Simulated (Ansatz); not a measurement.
The system is Hf.

```xyz
1
Lattice="0.0000 2.2200 2.2200 2.2200 0.0000 2.2200 2.2200 2.2200 0.0000" Properties=species:S:1:pos:R:3 pbc="T T T"
Hf    0.0000    0.0000    0.0000
```

This isn't the form of Hf at room conditions, which is hcp.

```yaml
Program: Ansatz 0.2.0
Task: relaxation of cell and atoms
Functional: revPBE
Potentials_or_basis: Ansatz PAW
Cutoff: "420 eV (not typed: the program's choice for these potentials)"
k_mesh: 10 × 10 × 10
Occupations: fermi-dirac, width 0.05 eV
Spin: no spin polarisation
```

At the start: volume 21.88 Å³/atom.

Q: How do energy, volume and symmetry change on relaxing?

A: It ends after 4 steps and the volume is 23.00 Å³/atom (+5.1 %); space group Fm-3m (No. 225, to 0.05 Å).

Step by step:
| step | energy change (eV) | largest force (eV/Å) | volume (Å³) |
| --- | --- | --- | --- |
| 1 | 0.0000 | 0.0000 | 21.88 |
| 2 | -0.0170 | 0.0000 | 23.04 |
| 3 | -0.0171 | 0.0000 | 23.00 |
| 4 | -0.0174 | 0.0000 | 23.00 |

Final structure:
```cif
data_structure
_symmetry_space_group_name_H-M 'P 1'
_symmetry_Int_Tables_number 1
_cell_length_a 3.1921
_cell_length_b 3.1921
_cell_length_c 3.1921
_cell_angle_alpha 60.000
_cell_angle_beta 60.000
_cell_angle_gamma 60.000
_cell_volume 23.00
loop_
_atom_site_label
_atom_site_type_symbol
_atom_site_fract_x
_atom_site_fract_y
_atom_site_fract_z
_atom_site_occupancy
Hf1 Hf 0.00000 0.00000 0.00000 1
```

Caveat: the plane-wave basis is chosen anew once the cell has moved, so the energies of steps on either side of that aren't comparable; the PAW data sets come from PBE, with cores solved anew for the run's functional, which leaves a small shift of forces and pressure.
